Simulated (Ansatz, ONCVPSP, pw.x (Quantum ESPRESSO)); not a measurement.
**From atom to crystal: ONCV potential for As (Z = 33)**

```
Element                 : As
Generator               : ONCVPSP 4.0.1.1 (patched build)
Type                    : optimised norm-conserving Vanderbilt (ONCV)
Functional              : PBE
Relativity              : scalar-relativistic
Frozen core             : [Ar] 3d10
Valence charge          : 5
Reference configuration : 4s2 4p3
Partial waves           : 4s: rc 1.60 bohr, ncon 3, nbas 7, qcut 5.1 1/bohr, 2 projectors, debl 0.4 Ha; 4p: rc 2.10 bohr, ncon 3, nbas 7, qcut 3.2 1/bohr, 2 projectors, debl 1.4 Ha; d scattering state at 0.28 Ha: rc 2.10 bohr, ncon 3, nbas 7, qcut 4.8 1/bohr, 2 projectors, debl 2.4 Ha
Local potential         : polynomial inside 1.50 bohr (lpopt 3, dvloc0 0 Ha)
Core correction         : Teter function fitted to the true core (icmod 2), fcfact 0.15
```

In the s channel the program set the typed energies aside and used -0.533, 0.250 Ha.

Atomic tests: cutoffs needed: 10 Ha and 19 Ha (the cutoffs (Ha) at which the residual kinetic energy of the hardest occupied pseudo-wave falls to 1 and 0.1 mHa per electron) The cutoffs count occupied waves only; projector 2 of the d channel, the hardest unoccupied one, needs 40 Ha at the loose tolerance.; ghost test: no bound ghost flagged; GHOST(+) flagged for s at 132.4 eV; largest excitation error: -403 meV (all-electron minus pseudo) for 4s1 4p0, out of 4 test configurations.

Crystal test: bcc As in pw.x 7.5, no spin, 14³ k-points, Fermi–Dirac smearing 0.01 Ry, cutoffs 50/200 Ry. The lattice is a test structure that the element need not adopt, and mesh and smearing are coarse.

pw.x input:

```
&control
  calculation='scf', prefix='x', pseudo_dir='./', outdir='./tmp', tstress=.true., disk_io='low'
/
&system
  ibrav=0, nat=1, ntyp=1, ecutwfc=50, ecutrho=200, nbnd=9,
  occupations='smearing', smearing='fd', degauss=0.01
/
&electrons
  conv_thr=1e-09, mixing_beta=0.4, electron_maxstep=70
/
ATOMIC_SPECIES
As 1.0 As.UPF
CELL_PARAMETERS angstrom
  -1.68393165 1.68393165 1.68393165
  1.68393165 -1.68393165 1.68393165
  1.68393165 1.68393165 -1.68393165
ATOMIC_POSITIONS crystal
As 0.0000 0.0000 0.0000
K_POINTS automatic
14 14 14 0 0 0
```

```bash
pw.x < As.scf.in > As.scf.out
```

Q: How does the run end?

A: It converges; the pressure is -0.42 GPa against -0.22 GPa from all-electron LAPW.  The log shows:

```
Message from routine setup:
     using ibrav=0 with symmetry is DISCOURAGED, use correct ibrav instead
     lattice parameter (alat)  =       5.5117  a.u.
     unit-cell volume          =     128.8932 (a.u.)^3
     number of electrons       =         5.00
     number of Kohn-Sham states=            9
     kinetic-energy cutoff     =      50.0000  Ry
     charge density cutoff     =     200.0000  Ry
     scf convergence threshold =      1.0E-09
     Exchange-correlation= PBE
     number of k points=   104  Fermi-Dirac smearing, width (Ry)=  0.0100
     iteration #  1     ecut=    50.00 Ry     beta= 0.40
     total energy              =     -14.26918196 Ry
     estimated scf accuracy    <       0.00163192 Ry
     iteration #  2     ecut=    50.00 Ry     beta= 0.40
     total energy              =     -14.26911763 Ry
     estimated scf accuracy    <       0.00046541 Ry
     iteration #  3     ecut=    50.00 Ry     beta= 0.40
     total energy              =     -14.26916005 Ry
     estimated scf accuracy    <       0.00000667 Ry
     iteration #  4     ecut=    50.00 Ry     beta= 0.40
     total energy              =     -14.26916119 Ry
     estimated scf accuracy    <       0.00000011 Ry
     iteration #  5     ecut=    50.00 Ry     beta= 0.40
     total energy              =     -14.26916122 Ry
     estimated scf accuracy    <       0.00000001 Ry
     iteration #  6     ecut=    50.00 Ry     beta= 0.40
     the Fermi energy is     8.8333 ev
!    total energy              =     -14.26916122 Ry
     estimated scf accuracy    <          1.2E-10 Ry
     smearing contrib. (-TS)   =      -0.00229886 Ry
     The total energy is F=E-TS. E is the sum of the following terms:
     one-electron contribution =       4.84439655 Ry
     hartree contribution      =       0.27101051 Ry
     xc contribution           =      -5.08685981 Ry
     ewald contribution        =     -14.29540961 Ry
     convergence has been achieved in   6 iterations
          total   stress  (Ry/bohr**3)                   (kbar)     P=       -4.23
```
